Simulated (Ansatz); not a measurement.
# Os (Fm-3m) in Ansatz: notebook, part 2 of 2

Ansatz 0.2.0. Earlier steps stand in the parts before.

## 3. Single point, SVWN5, collinear spin, ferromagnetic start, 13.83 Å³/atom (volume scaled by 0.94)

Input file input.yaml:

```yaml
crystal:
  lattice:
    - [0.0, 1.9052949815, 1.9052949815]
    - [1.9052949815, 0.0, 1.9052949815]
    - [1.9052949815, 1.9052949815, 0.0]
  atoms:
    - { symbol: Os, position: [0.0, 0.0, 0.0], spin: 1.0 }
kpoints:
  mp_grid: { grid: [12, 12, 12] }
scf:
  occupations: { method: methfessel_paxton, width: 0.05 }
hamiltonian:
  xc: { exchange: slater, correlation: vwn5 }
  pseudopotentials:
    kind: all_electron
    lapw: { basis_error: 0.001 }
    nuclear_model: point
magnetization:
  spin_polarized: true
output:
  forces: true
  stress: true
  eigenvalues: true
```

Potentials or basis: all-electron LAPW, point nuclei.

On the command line:

```console
$ ansatz run input.yaml --threads 1 --pin off --max-ram 2560MiB --backend cpu --events-out ev --progress --plain --runs-dir out
```

Log:

```text
Warning: RAYON_NUM_THREADS=1 ignored (pool sized by the plan → 1); use --threads N
LAPW: plane waves up to 8.718 Å⁻¹, error target 1.0e-3 eV per atom; small_component_spin mean_spin; Os in spheres of 1.347 Å, 40 of its electrons in bands, Dirac shells [] (how accurate: hamiltonian.pseudopotentials.lapw.basis_error, Limitations)
Engine: ansatz 0.2.0, x86_64-unknown-linux-gnu
Pseudopotentials: kind: all_electron
Pseudopotential: Os, LAPW, valence charge 40, lapw/all_electron/scalar/Os, Koelling and Harmon's equation, point nucleus
Functional definition: unnamed
  exchange = slater_x
  correlation = vwn5_c
Crystal: 1 atoms, lattice volume = 13.833 Å³
Basis set: ecut = 289.5707037544982 eV, 169 PW (Γ), exchange–correlation at level 2
Bands: 25, of which v1, the nominal top of the filled ones, is band 20 counted from 1 (19 counted from 0)
Symmetry: 48 space group operations
Space group: Fm-3m (ITA 225), of the structure as read, at distance tolerance 2.4e-5 Å
Magnetic group: BNS 225.116 (UNI 1618), of the structure as read, at distance tolerance 2.4e-5 Å
k-points: 72 of 1728
Non-local potential: Os, projectors of the file, none
Initial density: superposition of atomic densities (chi_scale 0.1, normalization cell)
Starting moments: Σ|m| = 1 μB on 1 of 1 site
Initial wavefunctions: plane waves of lowest kinetic energy (no species holds an atomic orbital)
Functional: x = slater, c = vwn5
iter 1 solved again at ethr=6.08e-5 eV; its pass at ethr=1.00e-1 eV (dr2=2.43e-2 eV) is discarded
SCF iter   1: F=—  HF=-469244.527275 eV  |F-HF|=—  |Δ(HF+E_count)|=         —  Δρ=4.13e-2 (↑4.13e-2 ↓3.55e-2)  dr2=2.46e-2  dr2_m=1.74e-1  M=0.040 μB ∫|m|=0.054 μB  β_m=0.30  ethr=6.08e-5  ⟨swp⟩=3.1  Hψ=23284  notcnv=0
Mixer restart at iter 1: flushing history
[... 15 lines left out ...]
this state was not tested for a lower state beside it, because cold or Methfessel-Paxton smearing, or corrected tetrahedra, fill the levels in a way that the test cannot read (fill_not_monotonic; see scf.lower_state_search)
SCF converged after 10 iterations
Magnetization: 0.0000 μB (20.0000 up, 20.0000 down)
Absolute magnetization: 0.0000 μB (∫|ρ↑−ρ↓|)
Spin contamination: 0.0000 ħ² per cell (⟨S²⟩ above its minimum at these occupations)
Per-site moments (μB) at R_I (Å): [(2.3484442124299676e-7, 1.3472469815038013)]
Free energy (F): -469244.463284 eV
Harris-Foulkes:  -469244.463284 eV  (|F-HF|=5.82e-11)
Internal energy: -469244.463303 eV  (E = F + TS)
E sigma→0 (E₀):  -469244.463289 eV
Entropy (-TS):   0.000018 eV (0.018 meV/atom)
Fermi energy:    32.768845 eV
--- Per-component energies (eV) ---
  E_band       = -2500.209505
  E_kinetic    = 529415.211953
  E_xc         = -8993.211896
  E_electrostatic = -989666.463359  (all electrons and nuclei)
  E_smearing   = 0.000018  (= −TS)
  E_closure    = 0.000000  (closes the sum)
  E_atoms      = -469232.107489  (free atoms, spherical and without spin; not in F)
  Σ components = -469244.463284   (vs F -469244.463284, Δ=0.00e0)
  Basis errors (estimates in eV, not in F): energy 2.2e-4 per atom: plane waves 1.9e-4 (9.6e-5 summed), levels above the bands 0.0e0, relativity 1.1e-8, radial functions 3.3e-5, core shells 1.0e-6; eigenvalues (radial functions only) 3.4e-6; not estimated: angular momenta, meshes, grids; target (lapw.basis_error) 1.0e-3; muffin-tin radii Os 1.347 Å
--- Forces (eV/Å), atoms counted from 1 ---
  atom   1  Os    -0.00000000     0.00000000    -0.00000000
  max |Σ_I F_I| component: 7.89e-31 eV/Å
--- Stress (GPa, compression-positive) ---
       -3.546113      -0.000000       0.000000
       -0.000000      -3.546113      -0.000000
        0.000000      -0.000000      -3.546113
  P = ⅓ Tr σ = -3.5461 GPa (-35.461 kbar)
--- Band table (eV; the first three rows and the last of 144) ---
  k-point 0 ↑: bands = ["-234.3140", "-234.3140", "-234.3140", "-234.2947", "-234.2947", "-53.8780", "-14.3543", "-14.3218", "-14.3218", "-14.3218", "-14.3159", "-14.3159", "-14.3159", "-12.6437", "-12.6437", "-12.6437", "21.7509", "29.6064", "29.6064", "29.6064", "32.7400", "32.7400", "46.0427", "51.7897", "51.7897"]
  k-point 1 ↑: bands = ["-234.3140", "-234.3140", "-234.3140", "-234.2947", "-234.2947", "-53.8709", "-14.3534", "-14.3219", "-14.3212", "-14.3212", "-14.3172", "-14.3172", "-14.3158", "-12.7239", "-12.6543", "-12.6543", "22.0816", "29.4098", "29.7522", "29.7522", "32.6331", "32.6331", "46.6463", "50.5385", "52.3708"]
  k-point 2 ↑: bands = ["-234.3140", "-234.3140", "-234.3140", "-234.2947", "-234.2947", "-53.8516", "-14.3512", "-14.3221", "-14.3214", "-14.3214", "-14.3188", "-14.3188", "-14.3157", "-12.9393", "-12.6829", "-12.6829", "22.9787", "29.0161", "30.0468", "30.0468", "32.5178", "32.5178", "47.7836", "48.9074", "54.0084"]
  k-point 71 ↓: bands = ["-234.3140", "-234.3140", "-234.3140", "-234.2947", "-234.2947", "-53.7368", "-14.3375", "-14.3356", "-14.3356", "-14.3298", "-14.3151", "-14.3151", "-14.3135", "-13.3868", "-13.3868", "-13.0725", "26.7958", "28.4485", "28.4485", "31.8367", "35.9251", "42.2125", "42.9719", "42.9719", "47.6622"]
```

It took 36 s on 1 thread of Intel Xeon Platinum 8259CL at 2.50GHz (Skylake/Cascade Lake), shared host; peak memory 0.49 GiB.

What came out:

| Item | Value |
| --- | --- |
| Free energy | -469244.4633 eV |
| Pressure | -3.5 GPa |
| Band gap on the k mesh | none (metal or under the smearing width) |
| Net moment | 0.00 μB per cell |
| Absolute moment | 0.00 μB per cell |

Caveat: the starting moments weren't kept.

## 4. Single point, SVWN5, collinear spin, ferromagnetic start, 14.13 Å³/atom (volume scaled by 0.96)

input.yaml, as its differences from that of step 3:

```diff
@@ -2,5 +2,5 @@
   lattice:
-    - [0.0, 1.9052949815, 1.9052949815]
-    - [1.9052949815, 0.0, 1.9052949815]
-    - [1.9052949815, 1.9052949815, 0.0]
+    - [0.0, 1.9187129938, 1.9187129938]
+    - [1.9187129938, 0.0, 1.9187129938]
+    - [1.9187129938, 1.9187129938, 0.0]
   atoms:
```

On the command line:

```console
$ ansatz run input.yaml --threads 1 --pin off --max-ram 2560MiB --backend cpu --events-out ev --progress --plain --runs-dir out
```

It took 31 s on 1 thread of Intel Xeon Platinum 8259CL at 2.50GHz (Skylake/Cascade Lake), shared host; peak memory 0.49 GiB.

The run converged. Its results:

```
Free energy            : -469244.4488 eV
Pressure               : -12.0 GPa
Band gap on the k mesh : none (metal or under the smearing width)
Net moment             : 0.00 μB per cell
Absolute moment        : 0.00 μB per cell
```

Caveat: the starting moments weren't kept.

## 5. Single point, SVWN5, collinear spin, ferromagnetic start, 14.42 Å³/atom (volume scaled by 0.98)

input.yaml, as its differences from that of step 4:

```diff
@@ -2,5 +2,5 @@
   lattice:
-    - [0.0, 1.9187129938, 1.9187129938]
-    - [1.9187129938, 0.0, 1.9187129938]
-    - [1.9187129938, 1.9187129938, 0.0]
+    - [0.0, 1.9319459154, 1.9319459154]
+    - [1.9319459154, 0.0, 1.9319459154]
+    - [1.9319459154, 1.9319459154, 0.0]
   atoms:
```

On the command line:

```console
$ ansatz run input.yaml --threads 1 --pin off --max-ram 2560MiB --backend cpu --events-out ev --progress --plain --runs-dir out
```

Wall time 40 s (1 thread of Intel Xeon Platinum 8259CL at 2.50GHz (Skylake/Cascade Lake), shared host); peak memory 0.49 GiB.

The run converged. Its results:

```
Free energy            : -469244.4196 eV
Pressure               : -19.5 GPa
Band gap on the k mesh : none (metal or under the smearing width)
Net moment             : 0.00 μB per cell
Absolute moment        : 0.00 μB per cell
```

Caveat: the starting moments weren't kept.

## 6. Single point, SVWN5, collinear spin, ferromagnetic start, 14.72 Å³/atom

input.yaml, as its differences from that of step 5:

```diff
@@ -2,5 +2,5 @@
   lattice:
-    - [0.0, 1.9319459154, 1.9319459154]
-    - [1.9319459154, 0.0, 1.9319459154]
-    - [1.9319459154, 1.9319459154, 0.0]
+    - [0.0, 1.945, 1.945]
+    - [1.945, 0.0, 1.945]
+    - [1.945, 1.945, 0.0]
   atoms:
```

Potentials or basis: all-electron LAPW, point nuclei.

On the command line:

```console
$ ansatz run input.yaml --threads 1 --pin off --max-ram 2560MiB --backend cpu --events-out ev --progress --plain --runs-dir out
```

Wall time 31 s (1 thread of Intel Xeon Platinum 8259CL at 2.50GHz (Skylake/Cascade Lake), shared host); peak memory 0.48 GiB.

Results (log left out):

```yaml
Free_energy: -469244.3775 eV
Pressure: -26.2 GPa
Band_gap_on_the_k_mesh: none (metal or under the smearing width)
Net_moment: 0.00 μB per cell
Absolute_moment: 0.00 μB per cell
```

Caveat: the starting moments weren't kept.

## 7. Single point, SVWN5, collinear spin, ferromagnetic start, 15.01 Å³/atom (volume scaled by 1.02)

input.yaml, as its differences from that of step 6:

```diff
@@ -2,5 +2,5 @@
   lattice:
-    - [0.0, 1.945, 1.945]
-    - [1.945, 0.0, 1.945]
-    - [1.945, 1.945, 0.0]
+    - [0.0, 1.9578811701, 1.9578811701]
+    - [1.9578811701, 0.0, 1.9578811701]
+    - [1.9578811701, 1.9578811701, 0.0]
   atoms:
```

On the command line:

```console
$ ansatz run input.yaml --threads 1 --pin off --max-ram 2560MiB --backend cpu --events-out ev --progress --plain --runs-dir out
```

Wall time 33 s (1 thread of Intel Xeon Platinum 8259CL at 2.50GHz (Skylake/Cascade Lake), shared host); peak memory 0.48 GiB.

The run converged. Its results:

```yaml
Free_energy: -469244.3240 eV
Pressure: -32.0 GPa
Band_gap_on_the_k_mesh: none (metal or under the smearing width)
Net_moment: 0.00 μB per cell
Absolute_moment: 0.00 μB per cell
```

Caveat: the starting moments weren't kept.

## 8. Single point, SVWN5, collinear spin, ferromagnetic start, 15.30 Å³/atom (volume scaled by 1.04)

input.yaml, as its differences from that of step 7:

```diff
@@ -2,5 +2,5 @@
   lattice:
-    - [0.0, 1.9578811701, 1.9578811701]
-    - [1.9578811701, 0.0, 1.9578811701]
-    - [1.9578811701, 1.9578811701, 0.0]
+    - [0.0, 1.9705950404, 1.9705950404]
+    - [1.9705950404, 0.0, 1.9705950404]
+    - [1.9705950404, 1.9705950404, 0.0]
   atoms:
```

On the command line:

```console
$ ansatz run input.yaml --threads 1 --pin off --max-ram 2560MiB --backend cpu --events-out ev --progress --plain --runs-dir out
```

It took 28 s on 1 thread of Intel Xeon Platinum 8259CL at 2.50GHz (Skylake/Cascade Lake), shared host; peak memory 0.49 GiB.

It converged, with:

```
Free energy            : -469244.2603 eV
Pressure               : -37.1 GPa
Band gap on the k mesh : none (metal or under the smearing width)
Net moment             : 0.00 μB per cell
Absolute moment        : 0.00 μB per cell
```

Caveat: the starting moments weren't kept.

## 9. Single point, SVWN5, collinear spin, ferromagnetic start, 15.60 Å³/atom (volume scaled by 1.06)

input.yaml, as its differences from that of step 8:

```diff
@@ -2,5 +2,5 @@
   lattice:
-    - [0.0, 1.9705950404, 1.9705950404]
-    - [1.9705950404, 0.0, 1.9705950404]
-    - [1.9705950404, 1.9705950404, 0.0]
+    - [0.0, 1.9831469396, 1.9831469396]
+    - [1.9831469396, 0.0, 1.9831469396]
+    - [1.9831469396, 1.9831469396, 0.0]
   atoms:
```

Potentials or basis: all-electron LAPW, point nuclei.

On the command line:

```console
$ ansatz run input.yaml --threads 1 --pin off --max-ram 2560MiB --backend cpu --events-out ev --progress --plain --runs-dir out
```

It took 28 s on 1 thread of Intel Xeon Platinum 8259CL at 2.50GHz (Skylake/Cascade Lake), shared host; peak memory 0.49 GiB.

Results (log left out):

```yaml
Free_energy: -469244.1879 eV
Pressure: -41.7 GPa
Band_gap_on_the_k_mesh: none (metal or under the smearing width)
Net_moment: 0.00 μB per cell
Absolute_moment: 0.00 μB per cell
```

Caveat: the starting moments weren't kept.

## 10. Equation of state, SVWN5, collinear spin, ferromagnetic start

Potentials or basis: all-electron LAPW, point nuclei.

This step only gathers the single runs of the series.

What came out:

| Item | Value |
| --- | --- |
| Equilibrium volume | 13.72 Å³/atom (rough: see the caveat) |
| Bulk modulus | 443 GPa (rough) |

Energy against volume, from the lowest point:
```tsv
volume (Å³/atom)	energy (meV/atom)
13.833	0.00
14.127	14.49
14.422	43.65
14.716	85.77
15.010	139.33
15.305	202.95
15.599	275.43
```

Caveat: the minimum lies outside the volumes run; the starting moments weren't kept. The run has no spin-orbit coupling, so splittings on Os are missing.

## 11. For comparison

An earlier run on the cell as given: functional PBE; potentials or basis all-electron LAPW, scalar-relativistic; cutoff 275 eV (chosen from the basis error); basis error allowed 0.001 eV/atom; k mesh 12 × 12 × 12; occupations fermi-dirac, width 0.05 eV; no spin polarisation.

- Pressure: -10.0 GPa
- Band gap on the k mesh: none (metal or under the smearing width)

## 12. The runs side by side

```tsv
task	level	potentials or basis	spin	U	k mesh	cutoff (eV)	smearing	start of the occupations	double counting	hubbard projectors	basis error allowed	pressure (GPa)
projected density of states	PBE+U	all-electron LAPW, relativistic spinors	SOC, no magnetisation	Os d U = 3.5 eV	9 × 9 × 9	255	fermi-dirac 0.01 eV	auto	fll	ortho-atomic	0.002 eV/atom	-9.3
equation of state	SVWN5	all-electron LAPW, point nuclei	collinear, ferromagnetic start	-	12 × 12 × 12	-	methfessel-paxton 0.05 eV	-	-	-	0.001 eV/atom	-
single point	PBE	all-electron LAPW, scalar-relativistic	off	-	12 × 12 × 12	275	fermi-dirac 0.05 eV	-	-	-	0.001 eV/atom	-10.0
```

Alike in all rows: cell as given.

Caveats: U is the effective U less J, on atomic orbitals that reach past the spheres (some runs); the k mesh is thin for a metal, which can move the energy by tens of meV per atom (some runs); U without spin polarisation on a metal has little footing (some runs); the U is typed as a test and isn't derived for this compound (some runs); the minimum lies outside the volumes run (some runs); the starting moments weren't kept (some runs).

Compare energies only between runs with the same functional and basis.
